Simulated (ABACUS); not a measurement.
PbSe (Clausthalite): equation of state with PBE

The system is PbSe (Clausthalite).

```
Pb Se
1.0
     0.00000    3.06065    3.06065
     3.06065    0.00000    3.06065
     3.06065    3.06065    0.00000
Pb Se
1 1
Cartesian
  0.0000 0.0000 0.0000
  3.0606 3.0606 3.0606
```

- Program: ABACUS 3.10.1
- Task: equation of state
- Functional: PBE
- Potentials or basis: PseudoDojo NC SR 0.4.1 PBE standard
- Cutoff: 1184 eV
- Density cutoff: 4735 eV
- Basis: plane waves
- k mesh: 8 × 8 × 8
- Occupations: fermi-dirac, width 0.05 eV
- Spin: no spin polarisation

| Quantity | Value |
| --- | --- |
| Equilibrium volume | 30.04 Å³/atom |
| Bulk modulus | 47 GPa |
| Pressure derivative of the bulk modulus | 4.2 |

Energy against volume, from the lowest point:
```
volume (Å³/atom)  energy (meV/atom)
          26.951              55.92
          27.524              35.67
          28.097              20.40
          28.671               9.64
          29.244               2.98
          29.818               0.00
          30.391               0.35
```

All runs of the series together: 3.6 min on 4 threads of Intel(R) Xeon(R) Platinum 8259CL CPU @ 2.50GHz (Skylake/Cascade Lake), on a shared host.

The cell as given is a measured one (28.67 Å³/atom); PBE puts the equilibrium volume +4.8 % from it, thermal expansion not counted.

Spin-orbit coupling is left out, which matters for the levels of Pb.
